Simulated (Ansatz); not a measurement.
**CdS (Greenockite) in Ansatz: convergence with k mesh**

CdS (Greenockite):

```
CELL_PARAMETERS angstrom
4.15000 0.00000 0.00000
-2.07500 3.59401 0.00000
0.00000 0.00000 6.73700
ATOMIC_POSITIONS crystal
Cd 0.66667 0.33333 0.50000
Cd 0.33333 0.66667 0.00000
S 0.66667 0.33333 0.87500
S 0.33333 0.66667 0.37500
```

- Program: Ansatz 0.2.0
- Task: convergence study
- Functional: HSE06
- Potentials or basis: Ansatz PAW
- Cutoff: 420 eV (not typed: the program's choice for these potentials)
- k mesh: 2 × 2 × 2
- Occupations: methfessel-paxton, width 0.05 eV
- Spin: no spin polarisation

These are the settings of the first run; the series varies k mesh, with any setting tied to it.

Hardware: 2 threads of Intel(R) Xeon(R) Processor @ 2.50GHz (Skylake/Cascade Lake), with other jobs on the host.

**Question.** The values tried are 2 × 2 × 2, 3 × 3 × 2, 4 × 4 × 2, 4 × 4 × 3, 5 × 5 × 3, 7 × 7 × 4, 8 × 8 × 5, 10 × 10 × 6, 12 × 12 × 7, loosest first. From which on does the largest force stay within 0.005 eV/Å of the tightest run that finished?

**Answer.** From 5 × 5 × 3 on.

| k mesh | energy less the tightest run, at zero smearing (meV/atom) | pressure (GPa) | largest force (eV/Å) | gap on the mesh (eV) | SCF cycles | CPU time (s) | peak memory (GiB) |
| --- | --- | --- | --- | --- | --- | --- | --- |
| 2 × 2 × 2 | 209.24 | 2.55 | 0.156 | 2.246 | 16 | 32 | 0.6 |
| 3 × 3 × 2 | 33.07 | 1.24 | 0.031 | 2.247 | 14 | 54 | 0.74 |
| 4 × 4 × 2 | 6.44 | 0.97 | 0.062 | 2.228 | 13 | 81 | 0.94 |
| 4 × 4 × 3 | 6.32 | 0.99 | 0.063 | 2.226 | 13 | 100 | 1.1 |
| 5 × 5 × 3 | 1.55 | 0.93 | 0.070 | 2.220 | 13 | 160 | 1.5 |
| 7 × 7 × 4 | 0.10 | 0.92 | 0.072 | 2.217 | 13 | 380 | 2.9 |
| 8 × 8 × 5 | 0.03 | 0.92 | 0.072 | 2.216 | 13 | 560 | 4.4 |
| 10 × 10 × 6 | 0.00 | 0.92 | 0.072 | 2.216 | 13 | 1200 | 4.8 |
| 12 × 12 × 7 | timed out after 730 s | - | - | - | - | - | - |

Against the tightest run, the energy stays within 1 meV/atom from 7 × 7 × 4 on; the pressure stays within 0.1 GPa from 4 × 4 × 2 on; the gap on the mesh stays within 0.01 eV from 4 × 4 × 3 on. Meshes of other sizes hit other points, so gaps and Fermi surfaces needn't settle smoothly. The tightest run that finished is the yardstick and may itself not be fully converged.

Caveat, for the tightest run too: the PAW data sets come from PBE, with cores solved anew for the run's functional, which leaves a small shift of forces and pressure; the thresholds are loose for stress.
